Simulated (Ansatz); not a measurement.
# Squeezing ZrO2 (fluorite type)

```
Zr O
1.0
     0.00000    2.55788    2.55788
     2.55788    0.00000    2.55788
     2.55788    2.55788    0.00000
Zr O
1 2
Direct
  0.00000 0.00000 0.00000
  0.25000 0.25000 0.25000
  0.75000 0.75000 0.75000
```

The cell comes from a relaxation on PAW files under the same functional, begun from a prototype that needn't be the stable phase.

Its volume is scaled at fixed shape and fractional positions.

Computed with Ansatz 0.2.0; functional PBE, scalar-relativistic. Settings: a Γ-centred 11×11×11 k mesh, Fermi–Dirac smearing of 0.08 eV, no spin polarisation. Methods: LAPW: all electrons, basis error target 1 meV/atom; PAW: frozen-core files, cutoff 420 eV; crystal datasets: all electrons, by PAW datasets that the program makes for each cell; norm-conserving: pseudopotentials, cutoff 1240 eV; PAW (cutoff 250 eV): frozen-core files, cutoff 250 eV.

Energies are extrapolated to zero smearing and count from the unscaled cell; pressure is positive in compression; gaps take the mesh and a band path. No temperature or zero-point motion is included.

```
V/V0  V (Å³/atom)  P LAPW (GPa)  ΔE LAPW (eV/atom)  P PAW − LAPW (GPa)  ΔE PAW − LAPW (meV/atom)  gap (eV)
1.00        11.16          0.02              0.000                0.00                       0.0      3.32
0.94        10.49         16.65              0.033                0.03                       0.0         –
0.88         9.82             ?              0.148                0.07                       0.2         –
0.80         8.93          83.9              0.482                0.13                       0.8         –
0.72         8.03         153.3              1.128                0.28                       1.9         –
0.62         6.92         301.7              2.660                0.58                       4.9      4.38
```

Question: Fill in "P LAPW (GPa)" for the row "0.88".

Answer: 39.5.

Question: Fit the Vinet equation to the LAPW pressures over the whole range, with residuals weighted by 1/(|P| + 0.03·Pmax).

Answer: V0 = 11.16 Å³/atom, B0 = 234 GPa and B0′ = 4.39, and the fit misses no point by more than 0.71 GPa. A fit over so wide a range pins B0 less well than one near rest.

Question: At the smallest volume, how far do crystal datasets and norm-conserving and PAW (cutoff 250 eV) lie from LAPW in pressure?

Answer: crystal datasets: +0.01 GPa; norm-conserving: -0.07 GPa; PAW (cutoff 250 eV): -1.26 GPa, on a LAPW pressure of 301.7 GPa.

Question: How do the Löwdin populations by LAPW change from the unscaled cell to the last row?

Answer: Zr 4s 1.96 → 1.90, Zr 4d 2.14 → 2.65, O 2s 1.73 → 1.59, O 2p 4.98 → 4.92 electrons an atom. These are projections on the shells that the free atoms fill; 0.09 e a cell lies outside them at the start and 0.10 e at the end.
